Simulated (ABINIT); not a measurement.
Au:

```
CELL_PARAMETERS angstrom
0.00000 2.03500 2.03500
2.03500 0.00000 2.03500
2.03500 2.03500 0.00000
ATOMIC_POSITIONS crystal
Au 0.00000 0.00000 0.00000
```

Base run:

| Property | Result |
| --- | --- |
| Program | ABINIT 10.8.3 (patched build) |
| Functional | PBE |
| Potentials or basis | PseudoDojo NC SR PBE v0.5 standard |
| Cutoff | 1034 eV |
| k mesh | 11 × 11 × 11 |
| Occupations | fermi-dirac, width 0.05 eV |
| Spin | no spin polarisation |

Its results: band gap on the k mesh none (metal or under the smearing width); pressure 10.3 GPa.

Problem. After a change of settings the same cell gave: band gap on the k mesh none (metal or under the smearing width); pressure 7.5 GPa. Which change was it?
A. functional from PBE to r2SCAN; potentials or basis from PseudoDojo NC SR PBE v0.5 standard to JTH PAW PBE v2.0; cutoff from 1034 eV to 816 eV; valence electrons from 19 to 11
B. functional from PBE to SOGGA; potentials or basis from PseudoDojo NC SR PBE v0.5 standard to JTH PAW PBE v2.0; cutoff from 1034 eV to 680 eV; valence electrons from 19 to 11
C. functional from PBE to HLE16; potentials or basis from PseudoDojo NC SR PBE v0.5 standard to PseudoDojo NC SR PBE v0.4.1 standard
D. potentials or basis from PseudoDojo NC SR PBE v0.5 standard to JTH PAW PBE v2.0; cutoff from 1034 eV to 680 eV; k mesh from 11 × 11 × 11 to 14 × 14 × 14; valence electrons from 19 to 11

Solution. A.

Caveats: spin-orbit coupling is left out, which moves the levels of the heavy elements; the PAW data sets were made with another functional, which shifts forces and pressure a little (some runs).
